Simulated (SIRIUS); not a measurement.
Runs of SIRIUS 7.10.0 on SiC. It takes space group P2_1/m (No. 11, monoclinic). The conventional cell has a = 2.975 Å, b = 4.208 Å, c = 4.977 Å, α = 90.00°, β = 106.38°, γ = 90.00°. Si (site symmetry m) has 7 C at 2.53 to 2.70 Å as nearest neighbours. C (site symmetry m) is surrounded by 7 Si at 2.53 to 2.70 Å and 2 C at 2.74 Å. The cell was built by a generator and needn't be a form met in nature.

```tsv
level	libxc names	gap on the mesh (eV)	pressure (GPa)	largest force (eV/Å)
BP86	["XC_GGA_X_B88", "XC_GGA_C_P86"]	none	-24.3	1.38
BLYP	["XC_GGA_X_B88", "XC_GGA_C_LYP"]	none	(b)	(a)
revPBE	["XC_GGA_X_PBE_R", "XC_GGA_C_PBE"]	none	-25.7	1.36
PW91	["XC_GGA_X_PW91", "XC_GGA_C_PW91"]	none	-25.6	1.36
RPBE	["XC_GGA_X_RPBE", "XC_GGA_C_PBE"]	none	-25.4	1.36
```

Alike in all rows: task single point; potentials or basis PseudoDojo 0.4.1 PBE standard (scalar relativistic); no spin polarisation; cell as given; k mesh 5 × 3 × 3; cutoff (eV) 1127; smearing fermi-dirac 0.05 eV; the mesh is coarse, so values aren't converged.

**Question.** Fill in the values left out.

**Answer.** (a) 1.42; (b) -18.6.

Caveats: all runs use coarse meshes; the potentials were made for another functional, which shifts forces and pressure.

A gap of «none» marks a metal or a gap under the smearing width.

Runs at the PBE level aren't shown here.
